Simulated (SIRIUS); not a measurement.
Set up this calculation in SIRIUS 7.10.0, as the native input.

| Item | Value |
| --- | --- |
| Task | single point |
| Functional | PBEsol |
| Potentials or basis | PseudoDojo 0.4.1 PBEsol standard (scalar relativistic) |
| Cutoff | 557 eV |
| Density cutoff | 2229 eV |
| k mesh | 11 × 11 × 11 |
| Occupations | fermi-dirac, width 0.05 eV |
| Spin | no spin polarisation |
| Libxc names | ["XC_GGA_X_PBE_SOL", "XC_GGA_C_PBE_SOL"] |
| Energy tol | 1e-08 Ha |
| Density tol | 1e-06 |
| Mixer | anderson |
| Mixing beta | 0.7 |
| Max scf | 100 |
| Radial cutoff for the potentials' integrals | 6.5 bohr |

The system is Al.

```
CELL_PARAMETERS angstrom
0.04789 1.96914 2.02685
2.04326 -0.00835 2.08310
2.04058 2.02271 -0.00568
ATOMIC_POSITIONS crystal
Al 0.00598 0.98688 0.02117
```

The cell isn't the ideal one: cell strained at random at fixed volume.

These files were run (other wordings do the same):

sirius.json

```json
{
  "control": {
    "processing_unit": "cpu",
    "verbosity": 2,
    "num_bands_to_print": 7,
    "print_forces": true,
    "print_stress": true
  },
  "parameters": {
    "electronic_structure_method": "pseudopotential",
    "xc_functionals": ["XC_GGA_X_PBE_SOL", "XC_GGA_C_PBE_SOL"],
    "gk_cutoff": 6.4,
    "pw_cutoff": 12.8,
    "ngridk": [11, 11, 11],
    "shiftk": [0, 0, 0],
    "smearing": "fermi_dirac",
    "smearing_width": 0.0018374661,
    "num_bands": 7,
    "num_mag_dims": 0,
    "num_dft_iter": 100,
    "energy_tol": 1e-08,
    "density_tol": 1e-06
  },
  "iterative_solver": {
    "type": "davidson",
    "min_tolerance": 1e-09,
    "tolerance_scale": [0.1, 0.25]
  },
  "mixer": {
    "type": "anderson",
    "beta": 0.7,
    "max_history": 8
  },
  "settings": {
    "tol_ne": 1e-10,
    "pseudo_grid_cutoff": 6.5
  },
  "unit_cell": {
    "lattice_vectors": [
      [0.016945856283, 0.696721871908, 0.717141179378],
      [0.72294488925, -0.00295581249, 0.737042848151],
      [0.721998774503, 0.715677072114, -0.002009343923]
    ],
    "lattice_vectors_scale": 5.340924737,
    "atom_coordinate_units": "lattice",
    "atom_types": ["Al"],
    "atom_files": {
      "Al": "Al.json"
    },
    "atoms": {
      "Al": [
        [0.005978, -0.013119, 0.021168]
      ]
    }
  }
}
```

Potentials or basis: PseudoDojo 0.4.1 PBEsol standard (scalar relativistic).

Run with:

```console
$ upf_to_json Al.upf
$ OMP_NUM_THREADS=1 sirius.scf --input=sirius.json --output=out.json --task=0
```

Results of the run:

```yaml
Pressure: -1.9 GPa
Band_gap_on_the_k_mesh: none (metal or under the smearing width)
```

Run time: 45 s on 1 thread of Arm Neoverse V1 (shared host), peak memory 0.53 GiB.
